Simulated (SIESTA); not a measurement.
Runs of SIESTA 5.4.2 on Rh. The structure is cubic, space group Fm-3m (No. 225). Conventional cell: a = 3.796 Å, b = 3.796 Å, c = 3.796 Å, α = 90.00°, β = 90.00°, γ = 90.00°. Around Rh (site symmetry m-3m) lie 12 Rh at 2.68 Å. 

```tsv
task	level	potentials or basis	cell	gap on the mesh (eV)	pressure (GPa)	V0 of scaled cells (Å³/atom)	B0 (GPa)
single point	PBEsol	PseudoDojo 0.4 standard (PBEsol files), DZP (energy shift 0.003 Ry; two zetas on semicore shells)	cell strained at random at fixed volume	none	2.0	-	-
equation of state	LDA	PseudoDojo 0.4 standard (LDA files), DZP (energy shift 0.003 Ry; two zetas on semicore shells)	as given	-	-	13.43	(b)
single point	PBEsol	PseudoDojo 0.4 standard (PBEsol files), DZP (energy shift 0.003 Ry; two zetas on semicore shells)	as given	none	0.8	-	-
band structure	PBE	PseudoDojo 0.4 standard (PBE files), DZP (energy shift 0.003 Ry; two zetas on semicore shells)	as given	none	11.8	-	-
equation of state	PBEsol	PseudoDojo 0.4 standard (PBEsol files), DZP (energy shift 0.003 Ry; two zetas on semicore shells)	as given	-	-	(a)	288
```

Alike in all rows: no spin polarisation; k mesh 12 × 12 × 12; smearing fermi-dirac 0.05 eV; grid cutoff 800 Ry; energy shift 0.003 Ry.

Fill in the values left out.

(a) 13.71; (b) 307.

Caveats: the basis of atomic orbitals isn't converged, which shifts pressures, moduli and gaps.

A k mesh can miss the band edges, and the runs leave out spin-orbit coupling on Rh.

A gap of «none» marks a metal or a gap under the smearing width.
